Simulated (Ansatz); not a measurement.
**Lu, omega (AlB2-type): how the functional moves the structure**

All rows: Ansatz, plane waves with scalar-relativistic PAW, 420 eV (500 eV for the SCAN forms), relaxed under each functional, no dispersion correction, no zero-point motion. B₀ comes from uniform scaling at fixed shape; a dash is a value not given.

| functional | V (Å³/atom) | cell | B₀ (GPa) | magnetic state | ΔE to hcp (meV/atom) |
| --- | --- | --- | --- | --- | --- |
| PBE | 29.08 | a = 5.435 Å, c = 3.410 Å (c/a = 0.628) | 44 | spin not included | 91 |
| r²SCAN | 28.90 | a = 5.427 Å, c = 3.399 Å (c/a = 0.626) | 46 | spin not included | 72 |
| PBEsol | 27.37 | a = 5.324 Å, c = 3.344 Å (c/a = 0.628) | 47 | spin not included | 88 |
| LDA | 25.73 | a = 5.217 Å, c = 3.274 Å (c/a = 0.628) | 52 | spin not included | 83 |
| revPBE | 30.12 | a = 5.502 Å, c = 3.446 Å (c/a = 0.626) | 42 | spin not included | 91 |
| RPBE | 30.50 | a = 5.528 Å, c = 3.458 Å (c/a = 0.626) | 41 | spin not included | 91 |
| BLYP | 29.73 | a = 5.471 Å, c = 3.440 Å (c/a = 0.629) | 43 | spin not included | 92 |

LDA gives the smallest volume and RPBE the largest.
